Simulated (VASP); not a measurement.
# Mg2Sn (Fm-3m) in VASP: settings compared, part 2 of 2

VASP 6.6.1.

### Step 3. Phonons, LDA

This run uses another cell than the first one, of 24.52 Å³/atom, 0.961 times its volume.

Contents of POSCAR:

```
Mg2Sn
1.0
    0.0000000000      3.3257183287      3.3257183287
    3.3257183287      0.0000000000      3.3257183287
    3.3257183287      3.3257183287      0.0000000000
  Mg              Sn
     2     1
Direct
     0.2500000000000000    0.2500000000000000    0.2500000000000000
     0.7500000000000000    0.7500000000000000    0.7500000000000000
     0.0000000000000000    0.0000000000000000    0.0000000000000000
```

Contents of INCAR.step1:

```
SYSTEM = Mg2Sn
ALGO = Fast ; EDIFF = 1E-8
EDIFFG = -0.002 ; ENCUT = 600
IBRION = 2 ; ISIF = 3
ISMEAR = 1 ; KPAR = 2
LASPH = .True. ; LCHARG = .False.
LREAL = .False. ; LWAVE = .False.
NELM = 80 ; NSW = 40
PREC = Accurate ; SIGMA = 0.2
```

Contents of INCAR.step2:

```
SYSTEM = Mg2Sn
ALGO = Fast ; EDIFF = 1E-8
ENCUT = 600 ; IBRION = 6
ISIF = 2 ; ISMEAR = 1
KPAR = 2 ; LASPH = .True.
LCHARG = .False. ; LREAL = .False.
LWAVE = .False. ; NELM = 80
NFREE = 2 ; NSW = 1
POTIM = 0.015 ; PREC = Accurate
SIGMA = 0.2
```

Contents of KPOINTS:

```
k-points
0
Gamma
  16 16 16
  0 0 0
```

Potentials or basis: VASP PAW LDA potentials, release 64 (Mg, Sn_d).

Started as:

```console
> cat potpaw_LDA.64/Mg/POTCAR potpaw_LDA.64/Sn_d/POTCAR > POTCAR
> cp INCAR.step1 INCAR
> mpirun -np 2 vasp_std > vasp.out
> cp CONTCAR POSCAR
> cp INCAR.step2 INCAR
> mpirun -np 2 vasp_std > vasp.out
```

OUTCAR:

```text
SYSTEM = Mg2Sn
   EDIFF = 1E-8
   ENCUT = 600
   IBRION = 6
   ISIF = 2
   ISMEAR = 1
   LASPH = .True.
   LREAL = .False.
   NELM = 80
   NFREE = 2
   NSW = 1
   POTIM = 0.015
   PREC = Accurate

 ion  position               nearest neighbor table
   1  0.250  0.250  0.250-   3 2.88   3 2.88   3 2.88   3 2.88   2 3.33   2 3.33   2 3.33   2 3.33
                             2 3.33   2 3.33
   2  0.750  0.750  0.750-   3 2.88   3 2.88   3 2.88   3 2.88   1 3.33   1 3.33   1 3.33   1 3.33
                             1 3.33   1 3.33
   3  0.000  0.000  0.000-   1 2.88   2 2.88   2 2.88   2 2.88   2 2.88   1 2.88   1 2.88   1 2.88

  LATTYP: Found a face centered cubic cell.
 ALAT       =     6.6503837402

  Lattice vectors:

 A1 = (   0.0000000000,   3.3251918701,   3.3251918701)
 A2 = (   3.3251918701,   0.0000000000,   3.3251918701)
 A3 = (   3.3251918701,   3.3251918701,   0.0000000000)

Analysis of symmetry for initial positions (statically):
=====================================================================
 Subroutine PRICEL returns:
 Original cell was already a primitive cell.

 Routine SETGRP: Setting up the symmetry group for a
 face centered cubic supercell.

 Subroutine GETGRP returns: Found 48 space group operations
 (whereof 48 operations were pure point group operations)
 out of a pool of 48 trial point group operations.

The static configuration has the point symmetry O_h .

Analysis of symmetry for dynamics (positions and initial velocities):
=====================================================================
 Subroutine PRICEL returns:
 Original cell was already a primitive cell.

 Routine SETGRP: Setting up the symmetry group for a
 face centered cubic supercell.

 Subroutine GETGRP returns: Found 48 space group operations
 (whereof 48 operations were pure point group operations)
 out of a pool of 48 trial point group operations.

[... 327 lines left out ...]
      6      -4.9297      2.00000
      7       4.4318      0.82911
      8       4.4318      0.82911
      9       4.4322      0.82523
     10       6.0199     -0.00000
     11       6.6707     -0.00000
     12       6.6711     -0.00000
     13       6.6711     -0.00000
[... 354 lines left out ...]
  band No.  band energies     occupation
      1     -16.4852      2.00000
      2     -16.4848      2.00000
      3     -16.4845      2.00000
      4     -16.4399      2.00000
      5     -16.4397      2.00000
      6      -4.8412      2.00000
      7       3.5453      2.00000
      8       4.0397      2.02455
      9       4.4065      1.04191
     10       6.3872     -0.00000
     11       6.6747     -0.00000
     12       6.7608     -0.00000
     13       7.3715     -0.00000

 [... further k-points ...]
[... 5 lines left out ...]
  --------------------------------------------------------------------------------------
  -------------------------------------------------------------------------------------
  Total        0.0017678      0.0032882      0.0032882      0.0000000     -0.0000000     -0.0000000
  in kB        0.0385170      0.0716455      0.0716455      0.0000000     -0.0000000     -0.0000000
  external PRESSURE =       0.0606027 kB  Pullay stress =       0.0000000 kB
[... 18 lines left out ...]
  FREE ENERGIE OF THE ION-ELECTRON SYSTEM (eV)
  ---------------------------------------------------
  free  energy   TOTEN  =        -8.9378804985 eV

  energy  without entropy=       -8.9388461920  energy(sigma->0) =       -8.93820240

 INTERNAL STRAIN TENSORS FROM DISPLACED ATOMS
 ============================================

 INTERNAL STRAIN TENSOR FOR ION    1 for displacements in x,y,z  (eV/Angst):
          X           Y           Z          XY          YZ          ZX
  --------------------------------------------------------------------------------
  x    -0.00000     0.00000     0.00000     0.00000    -2.60461     0.00000
  y     0.00000     0.00000     0.00000     0.00000     0.00000    -2.60461
  z     0.00000     0.00000     0.00000    -2.60461     0.00000     0.00000

 INTERNAL STRAIN TENSOR FOR ION    3 for displacements in x,y,z  (eV/Angst):
          X           Y           Z          XY          YZ          ZX
  --------------------------------------------------------------------------------
  x     0.00000     0.00000     0.00000     0.00000     0.00000     0.00000
  y     0.00000     0.00000     0.00000     0.00000     0.00000     0.00000
  z     0.00000     0.00000     0.00000     0.00000     0.00000     0.00000

 Eigenvectors and eigenvalues of the dynamical matrix
 ----------------------------------------------------

   1 f  =    6.711668 THz    42.170656 2PiTHz  223.877156 cm-1    27.757217 meV
             X         Y         Z           dx          dy          dz
      1.662596  1.662596  1.662596    -0.706802   -0.020744    0.000000
      4.987788  4.987788  4.987788     0.706802    0.020744   -0.000000
      0.000000  0.000000  0.000000    -0.000000   -0.000000    0.000000
[... 43 lines left out ...]
   9 f/i=    0.000227 THz     0.001427 2PiTHz    0.007576 cm-1     0.000939 meV
             X         Y         Z           dx          dy          dz
      1.662596  1.662596  1.662596     0.030931   -0.251337   -0.284870
      4.987788  4.987788  4.987788     0.030931   -0.251337   -0.284870
      0.000000  0.000000  0.000000     0.068352   -0.555412   -0.629515

 ELASTIC MODULI CONTR FROM IONIC RELAXATION (kBar)
 Direction    XX          YY          ZZ          XY          YZ          ZX
 --------------------------------------------------------------------------------
 XX          -0.0000     -0.0000      0.0000      0.0000     -0.0000      0.0000
 YY          -0.0000     -0.0000      0.0000      0.0000     -0.0000      0.0000
 ZZ           0.0000      0.0000      0.0000      0.0000      0.0000      0.0000
 XY           0.0000      0.0000      0.0000    -65.9921      0.0000     -0.0000
 YZ          -0.0000     -0.0000      0.0000      0.0000    -65.9921      0.0000
 ZX           0.0000      0.0000      0.0000     -0.0000      0.0000    -65.9921
 --------------------------------------------------------------------------------
```

OUTCAR.step1:

```text
SYSTEM = Mg2Sn
   EDIFF = 1E-8
   EDIFFG = -0.002
   ENCUT = 600
   IBRION = 2
   ISIF = 3
   ISMEAR = 1
   LASPH = .True.
[... 664 lines left out ...]
      4.98779      4.98779      4.98779         0.000000      0.000000     -0.000000
      6.65038      3.32519      3.32519        -0.000000      0.000000      0.000000
 -----------------------------------------------------------------------------------
    total drift:                               -0.000000      0.000000     -0.000000

  FREE ENERGIE OF THE ION-ELECTRON SYSTEM (eV)
  ---------------------------------------------------
  free  energy   TOTEN  =        -8.9384415904 eV

  energy  without entropy=       -8.9394070454  energy(sigma->0) =       -8.93876341

 reached required accuracy - stopping structural energy minimisation
```

OSZICAR.step1:

```text
N       E                     dE             d eps       ncg     rms          rms(c)
DAV:   1     0.926437014400E+02    0.92644E+02   -0.92593E+03  3775   0.161E+03
DAV:   2    -0.173300249778E+01   -0.94377E+02   -0.92187E+02  3845   0.337E+02
DAV:   3    -0.912251800695E+01   -0.73895E+01   -0.72527E+01  4810   0.882E+01
[... 19 lines left out ...]
RMM:   3    -0.893844194233E+01    0.60892E-05   -0.18307E-05  3929   0.643E-02    0.268E-03
RMM:   4    -0.893844159077E+01    0.35156E-06   -0.23496E-06  4452   0.157E-02    0.124E-03
RMM:   5    -0.893844161098E+01   -0.20202E-07   -0.41976E-07  4809   0.795E-03    0.824E-04
RMM:   6    -0.893844158870E+01    0.22279E-07   -0.12045E-07  4271   0.486E-03    0.206E-04
RMM:   7    -0.893844159039E+01   -0.16962E-08   -0.40476E-08  3138   0.235E-03
   2 F= -.89384416E+01 E0= -.89387634E+01  d E =-.199605E-05
```

Run time: 12 min. Hardware: 2 MPI ranks of AMD EPYC 9R45 (Zen 5), shared host; peak memory 1.2 GiB.

Results:

- Highest phonon frequency at Γ, LO-TO splitting left out: 224 cm⁻¹

Phonon frequencies in cm⁻¹ (negative: imaginary):
```csv
q point,frequencies
"(0.000, 0.000, 0.000)",0 0 0 198 198 198 224 224 224
```

### Step 4. Phonons, PBE

This run uses another cell than the first one, of 26.31 Å³/atom, 1.031 times its volume.

Contents of POSCAR:

```
Mg2Sn
1.0
    0.0000000000      3.4047239397      3.4047239397
    3.4047239397      0.0000000000      3.4047239397
    3.4047239397      3.4047239397      0.0000000000
  Mg              Sn
     2     1
Direct
     0.2500000000000000    0.2500000000000000    0.2500000000000000
     0.7500000000000000    0.7500000000000000    0.7500000000000000
     1.0000000000000000    1.0000000000000000    1.0000000000000000
```

Contents of INCAR.step1:

```
SYSTEM = Mg2Sn
  ALGO = Normal
  EDIFF = 1E-8
  EDIFFG = -0.002
  ENCUT = 600
  GGA = PE
  IBRION = 2
  ISIF = 3
  ISMEAR = 1
  KPAR = 2
  LASPH = .TRUE.
  LCHARG = .FALSE.
  LREAL = .FALSE.
  LWAVE = .FALSE.
  NELM = 80
  NSW = 40
  PREC = Accurate
  SIGMA = 0.2
```

Contents of INCAR.step2:

```
SYSTEM = Mg2Sn
  ALGO = Normal
  EDIFF = 1E-8
  ENCUT = 600
  GGA = PE
  IBRION = 6
  ISIF = 2
  ISMEAR = 1
  KPAR = 2
  LASPH = .TRUE.
  LCHARG = .FALSE.
  LREAL = .FALSE.
  LWAVE = .FALSE.
  NELM = 80
  NFREE = 2
  NSW = 1
  POTIM = 0.015
  PREC = Accurate
  SIGMA = 0.2
```

Contents of KPOINTS:

```
k-points
0
G
  16 16 16
  0 0 0
```

Potentials or basis: VASP PAW PBE potentials, release 64 (Mg, Sn_d).

Started as:

```console
> cat potpaw_PBE.64/Mg/POTCAR potpaw_PBE.64/Sn_d/POTCAR > POTCAR
> cp INCAR.step1 INCAR
> mpirun -np 2 vasp_std > vasp.out
> cp CONTCAR POSCAR
> cp INCAR.step2 INCAR
> mpirun -np 2 vasp_std > vasp.out
```

OUTCAR:

```text
SYSTEM = Mg2Sn
   EDIFF = 1E-8
   ENCUT = 600
   GGA = PE
   IBRION = 6
   ISIF = 2
   ISMEAR = 1
   LASPH = .TRUE.
   LREAL = .FALSE.
   NELM = 80
   NFREE = 2
   NSW = 1
   POTIM = 0.015
   PREC = Accurate

 ion  position               nearest neighbor table
   1  0.250  0.250  0.250-   3 2.95   3 2.95   3 2.95   3 2.95   2 3.40   2 3.40   2 3.40   2 3.40
                             2 3.40   2 3.40
   2  0.750  0.750  0.750-   3 2.95   3 2.95   3 2.95   3 2.95   1 3.40   1 3.40   1 3.40   1 3.40
                             1 3.40   1 3.40
   3  0.000  0.000  0.000-   2 2.95   2 2.95   2 2.95   1 2.95   2 2.95   1 2.95   1 2.95   1 2.95
[... 784 lines left out ...]
          X           Y           Z          XY          YZ          ZX
  --------------------------------------------------------------------------------
  x     0.00000     0.00000     0.00000     0.00000     0.00000     0.00000
  y     0.00000     0.00000     0.00000     0.00000     0.00000     0.00000
  z     0.00000     0.00000     0.00000     0.00000     0.00000     0.00000

 Eigenvectors and eigenvalues of the dynamical matrix
 ----------------------------------------------------

   1 f  =    6.283902 THz    39.482918 2PiTHz  209.608394 cm-1    25.988117 meV
             X         Y         Z           dx          dy          dz
      1.702362  1.702362  1.702362    -0.263957    0.574823   -0.316078
      5.107086  5.107086  5.107086     0.263957   -0.574823    0.316078
      0.000000  0.000000  0.000000     0.000000   -0.000000    0.000000
[... 43 lines left out ...]
   9 f/i=    0.004944 THz     0.031066 2PiTHz    0.164925 cm-1     0.020448 meV
             X         Y         Z           dx          dy          dz
      1.702362  1.702362  1.702362     0.381665   -0.000000    0.000000
      5.107086  5.107086  5.107086     0.381665    0.000000   -0.000000
      0.000000  0.000000  0.000000     0.841821    0.000000    0.000000

 ELASTIC MODULI CONTR FROM IONIC RELAXATION (kBar)
 Direction    XX          YY          ZZ          XY          YZ          ZX
 --------------------------------------------------------------------------------
 XX           0.0000      0.0000      0.0000      0.0000      0.0000      0.0000
 YY           0.0000      0.0000      0.0000      0.0000      0.0000      0.0000
 ZZ           0.0000      0.0000      0.0000      0.0000      0.0000      0.0000
 XY           0.0000      0.0000      0.0000    -51.2342      0.0000      0.0000
 YZ           0.0000      0.0000      0.0000      0.0000    -51.2342      0.0000
 ZX           0.0000      0.0000      0.0000      0.0000      0.0000    -51.2342
 --------------------------------------------------------------------------------
```

Run time: 5.3 min. Hardware: 2 MPI ranks of Intel Xeon 6975P-C (Granite Rapids), shared host; peak memory 1.4 GiB.

What came out:

| Item | Value |
| --- | --- |
| Highest phonon frequency at Γ, LO-TO splitting left out | 210 cm⁻¹ |

Phonon frequencies in cm⁻¹ (negative: imaginary):
```
              q point                    frequencies
(0.000, 0.000, 0.000)  0 0 0 184 184 184 210 210 210
```
